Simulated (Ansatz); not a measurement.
A (100) slab of GaAs (F-43m (No. 216)), 9 planes, outer planes As (top) and As (bottom), with 9 atoms (Ga4As5) in a surface cell of A = 16.505 Å², as cut from the bulk:

```
CELL_PARAMETERS angstrom
4.06260 0.00000 0.00000
0.00000 4.06260 0.00000
0.00000 0.00000 26.49077
ATOMIC_POSITIONS crystal
As 0.00000 0.50000 0.28312
Ga 0.50000 0.50000 0.33734
As 0.50000 0.00000 0.39156
Ga 0.00000 0.00000 0.44578
As 0.00000 0.50000 0.50000
Ga 0.50000 0.50000 0.55422
As 0.50000 0.00000 0.60844
Ga 0.00000 0.00000 0.66266
As 0.00000 0.50000 0.71688
```

Computed with DFT PBE, scalar-relativistic, plane waves, PAW (Ansatz 0.2.0). Settings: cutoff 420 eV, Γ-centred mesh 9×9×1 on the computed 9-atom cell, Gaussian smearing of 0.05 eV; no spin polarisation.

The relaxed slab holds 4 formula units of GaAs and 1 further As. Against those formula units in the bulk and the further As in its standard state it lies 2.880 eV higher. The formation energy of GaAs from the standard states is -0.705 eV a formula unit (uncorrected, no zero-point or thermal terms).

Task: Over what range can the chemical potential of As vary, and what is the surface energy at both ends?

Result: In contact with the bulk, μ(As) + μ(Ga) is fixed. With Δμ counted from the standard states, Δμ(As) ≤ 0 keeps elemental As from forming, and Δμ(Ga) ≤ 0 requires Δμ(As) ≥ ΔH = -0.705 eV. Other compounds of As and Ga can narrow this range. Then γ, the mean of both faces, = [2.880 eV − 1.00·Δμ(As)]/(2A). At the As-rich end (Δμ = 0): 2.880/(2 × 16.505) × 16.02 = 1.40 J/m². At the As-poor end: (2.880 + 0.705)/(2 × 16.505) × 16.02 = 1.74 J/m².

Task: How does its energy depend on growth conditions?

Result: It carries an excess of As, so its energy falls by 0.49 J/m² for each eV that μ(As) rises: As-rich conditions lower it; whether it appears depends on the other terminations.